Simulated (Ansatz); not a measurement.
Runs of Ansatz 0.2.0 on Br. The structure is orthorhombic, space group Cmce (No. 64). Conventional cell: a = 6.726 Å, b = 4.645 Å, c = 8.702 Å, α = 90.00°, β = 90.00°, γ = 90.00°. Br (site symmetry m) is surrounded by 1 Br at 2.29 Å. 

```tsv
task	level	cell	k mesh	cutoff (eV)	smearing	points for each segment of the path	gap on the mesh (eV)	pressure (GPa)	relaxed volume (Å³/atom)	largest force (eV/Å)
relaxation of cell and atoms	revPBE+D3(BJ)	relaxed	7 × 7 × 3	420	fermi-dirac 0.05 eV	-	1.40	0.0	30.45	0.01
relaxation of cell and atoms	LDA	relaxed	7 × 7 × 3	420	fermi-dirac 0.05 eV	-	(b)	0.0	27.49	-
band structure	r2SCAN50	as given	4 × 4 × 2	500	fermi-dirac 0.05 eV	4	5.95	-0.5	-	0.42
single point	PBE	as given	7 × 7 × 3	420	gaussian 0.011 eV	-	1.90	1.8	-	0.87
relaxation of cell and atoms	PBEsol+D4	relaxed	7 × 7 × 3	420	fermi-dirac 0.05 eV	-	1.19	0.0	28.43	-
band structure	PBEsol	as given	7 × 7 × 3	420	fermi-dirac 0.05 eV	14	1.84	0.1	-	0.72
band structure	PBE	as given	7 × 7 × 3	420	fermi-dirac 0.05 eV	14	1.90	1.8	-	0.87
relaxation of cell and atoms	RPBE+D3(BJ)	relaxed	7 × 7 × 3	420	fermi-dirac 0.05 eV	-	1.07	0.0	24.94	-
relaxation of cell and atoms	RPBE+D4	relaxed	7 × 7 × 3	420	fermi-dirac 0.05 eV	-	1.38	0.0	29.94	-
band structure	HF	as given	4 × 4 × 2	420	fermi-dirac 0.05 eV	4	10.30	2.5	-	(c)
relaxation of cell and atoms	PBEsol+D3(BJ)	relaxed	7 × 7 × 3	420	fermi-dirac 0.05 eV	-	1.16	0.0	(a)	-
relaxation of cell and atoms	PBEsol	relaxed	7 × 7 × 3	420	fermi-dirac 0.05 eV	-	1.22	0.0	30.89	-
```

Alike in all rows: potentials or basis Ansatz PAW; no spin polarisation.

**Question.** Fill in the values left out.

**Answer.** (a) 27.75; (b) 1.09; (c) 0.57.

Caveats: the PAW data sets come from PBE, with cores solved anew for the run's functional, which leaves a small shift of forces and pressure (some runs); odd divisions of the mesh miss points on the zone boundary, where band edges often lie, so the gap on the mesh can be too wide (some runs); the plane-wave basis is chosen anew once the cell has moved, so the energies of steps on either side of that aren't comparable (some runs); the volume moved by over 15 % at a fixed basis, so the end points are rough (some runs); the thresholds are loose for stress (some runs); the volume moved by -10 % from the deposited cell, more than functionals usually miss (some runs); the volume moved by -19 % from the deposited cell, more than functionals usually miss (some runs).

A k mesh can miss the band edges, and the runs leave out spin-orbit coupling on Br.
